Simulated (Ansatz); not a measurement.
Co: pressure against volume

Co, P6_3/mmc, a = 2.492 Å, c = 4.034 Å. Ansatz: PBE, PAW, 420 eV, Γ-centred 18×18×10 mesh on 2 atoms, Gaussian smearing 0.10 eV; collinear spin, largest moment 1.7 μB. Shape and atoms are relaxed at each volume; pressure is positive in compression.

```tsv
V (Å³/atom)	P (GPa)
9.546	37.68
9.872	?
10.197	15.64
10.523	7.18
10.848	0.00
11.174	-6.03
11.499	-10.97
11.933	-16.09
```

**Question.** Take V0 = 10.848 Å³/atom, fit the third-order Birch–Murnaghan form to the other rows, and predict the missing pressure.

**Answer.** With the Eulerian strain f = ½[(V0/V)^(2/3) − 1] and y = P/[3f(1 + 2f)^(5/2)], the form is the line y = B0 + 1.5 B0 (B0′ − 4) f. Rows (f, y): 0.04449, 228.1; 0.02106, 223.3; 0.01024, 222.2; -0.00977, 216.1; -0.01905, 211.5; -0.03079, 204.2. Means f = 0.002697, y = 217.57; Σ(Δf)² = 0.003890, ΣΔfΔy = 1.178; the slope is their ratio. y = 216.7 + 302.9 f GPa, so B0 = 216.7 GPa and B0′ = 4 + 2 × (302.9)/(3 × 216.7) = 4.93. At V = 9.872, f = 0.03243, y = 226.52 and P = 25.79 GPa. The run gave 25.72 GPa, so the fit is 0.07 GPa too high, within the rms miss on the fitted rows (0.18 GPa).